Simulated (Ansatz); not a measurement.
A run of Ansatz 0.2.0:

The input input.yaml:

```yaml
crystal:
  lattice:
    - [3.777, 0.0, 0.0]
    - [-1.8885, 3.2709779501, 0.0]
    - [0.0, 0.0, 6.498]
  atoms:
    - { symbol: Te, position: [0.3333333333, 0.6666666667, 0.7372] }
    - { symbol: Te, position: [0.6666666667, 0.3333333333, 0.2628] }
    - { symbol: Ti, position: [0.0, 0.0, 0.0] }
kpoints:
  mp_grid: { grid: [8, 8, 4] }
scf:
  occupations: { method: fermi_dirac, width: 0.05 }
hamiltonian:
  xc: pbesol
  pseudopotentials: { kind: all_electron, lapw: { basis_error: 0.002 } }
output: {}
phonons:
  method: fd
  supercell: [1, 1, 1]
```

Potentials or basis: all-electron LAPW, scalar-relativistic.

Command:

```bash
$ ansatz run input.yaml --threads 2 --pin off --max-ram 8192MiB --backend cpu --events-out ev --progress --plain --runs-dir out
```

Hardware: 2 threads of Arm Neoverse V2 (shared host).

Question: How long does it take, and how much memory?

Answer: Wall time 96 s on 2 threads of Arm Neoverse V2 (shared host), peak memory 0.53 GiB. Counts: scf iterations 27, plane waves 665, k points 35, bands 36.
